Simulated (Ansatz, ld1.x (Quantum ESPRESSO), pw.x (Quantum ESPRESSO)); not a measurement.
**Equation-of-state test of one TM potential (Sn)**

ld1.x (Quantum ESPRESSO) 7.5 input, shortened:

```
&input
   title='Sn', zed=50., rel=1, dft='PBE', iswitch=3,
   config='[Kr] 4d10 5s2 5p2 5d-2'
 /
 &inputp
   pseudotype=2, tm=.true., lloc=-1, rcloc=1.90,
   nlcc=.true., rcore=2.20
 /
3
5S  1  0   2.00   0.00  2.20  2.20  0.0
5P  2  1   2.00   0.00  2.35  2.35  0.0
5D  3  2  -2.00  -0.10  2.54  2.54  0.0
 &test
   configts(1)='5s2 5p2'
 /
```

Atomic tests: cutoffs needed: 12 Ry and 30 Ry (the cutoffs (Ry, on a coarse ladder) from which the occupation-weighted sum of valence levels, in a spherical-Bessel basis at the reference potential, stays within 10 and 1 mRy of its value at 400 Ry); ghost test: ghost state, extra bound levels that the all-electron valence spectrum of the same l lacks: s at -9.4 eV; a true bound ghost makes a file unfit for plane-wave use (spherical-Bessel basis up to 400 Ry, 20 bohr box); configuration tests: 3 of 7 tests not solved or not reliable.

Crystal test: sc Sn in pw.x 7.5, no spin, 11³ k-points, Fermi–Dirac smearing 0.01 Ry, cutoffs 50/200 Ry. The reference is all-electron LAPW (Ansatz 0.2.0) with the same functional, mesh and smearing; V0 and B0 come from Birch–Murnaghan fits to the pressures at five volumes. Errors are pseudo minus all-electron; Δ is the rms difference of the E(V) curves that follow from these fits, minima aligned, over ±6 % about the mean V0. Mesh and smearing are coarse, so the numbers serve the comparison and aren't converged zero-temperature values; the lattice is a test structure that the element need not adopt.

All-electron: a0 = 3.093 Å (V0 = 29.58 Å³/atom), B0 = 45.2 GPa.

Problem. How far does the potential miss the all-electron equation of state?

Solution. mean pressure error (GPa): -0.76; a0 (Å): 3.071; a0 error (%): -0.69; B0 error (%): -8.4; Δ (meV/atom): 5.9. This is a poor potential for the solid. Note: ghost state, extra bound levels that the all-electron valence spectrum of the same l lacks: s at -9.4 eV. A true bound ghost makes a file unfit for plane-wave use. Atomic configuration tests: 3 of 7 tests not solved or not reliable. The logarithmic derivative shows an extra or strongly shifted pseudo pole above the reference energy (s near -0.69 Ry, d near 1.51 Ry).

```csv
V (Å³/atom),P all-electron (GPa),P pseudo (GPa)
28.358,2.11,0.94
29.104,0.76,-0.19
29.850,-0.40,-1.15
30.596,-1.41,-1.96
31.343,-2.28,-2.66
```

Problem. At the middle volume, how do free energy and pressure move when the wave cutoff is lowered (ecutrho kept at four times it)?

Solution.

| cutoff (Ry) | shift of F (meV/atom) | shift of P (GPa) |
| --- | --- | --- |
| 22 | +826.1 | -13.58 |
| 30 | +90.1 | -3.07 |
| 40 | +4.9 | -0.09 |

The run at the middle volume (56 k-points, 26 iterations) took about 18 s on one core of a shared host (Neoverse-V1, 32 threads, 247 GiB, load 12).
